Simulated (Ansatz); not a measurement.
Chalcopyrite CuInS2 was calculated with RPBE (Ansatz, a program for electronic structure, plane waves, PAW).

Settings: plane-wave cutoff 520 eV, 10×10×10 k mesh, Fermi–Dirac smearing 0.01 eV, no spin polarisation, scalar-relativistic PAW data made under PBE.

Shape and atoms are relaxed at each volume.

Pressure at four volumes; x = ln(V/22.670 Å³). One pressure is withheld.

```csv
V (Å³/atom),x,P (GPa)
21.763,-0.0408,?
22.217,-0.0202,1.20
22.670,0.0000,0.01
23.577,0.0392,-1.99
```

Pass a parabola P(x) through the three rows shown, estimate the bulk modulus and its pressure derivative near zero pressure, and predict the withheld pressure.

Slopes between the rows: (0.01 − (1.20))/(0.0000 − (-0.0202)) = -58.91 and (-1.99 − (0.01))/(0.0392 − (0.0000)) = -51.02 GPa. Their difference over the span 0.0594 is c = 7.89/0.0594 = 132.8 GPa, so P(x) = 1.20 + (-58.91)(x − (-0.0202)) + 132.8 (x − (-0.0202))(x − (0.0000)). At the middle row B = −dP/dx = −[-58.91 + 132.8 × 0.0202] = 56.2 GPa, and B′ = dB/dP = 2c/B = 4.7. At x = -0.0408 the parabola gives 2.53 GPa; the run gives 2.55 GPa. The Birch–Murnaghan fit to the energies at all volumes has B0 = 56.1 GPa and B′ = 5.0.

Note: the gap of the solid is closed in this run; this level leaves the solid without a gap, although one is measured; the bulk modulus comes from volumes at which shape and atoms were relaxed.

Spin–orbit coupling is not included; it can open a gap where bands touch, and shift volumes and moduli.
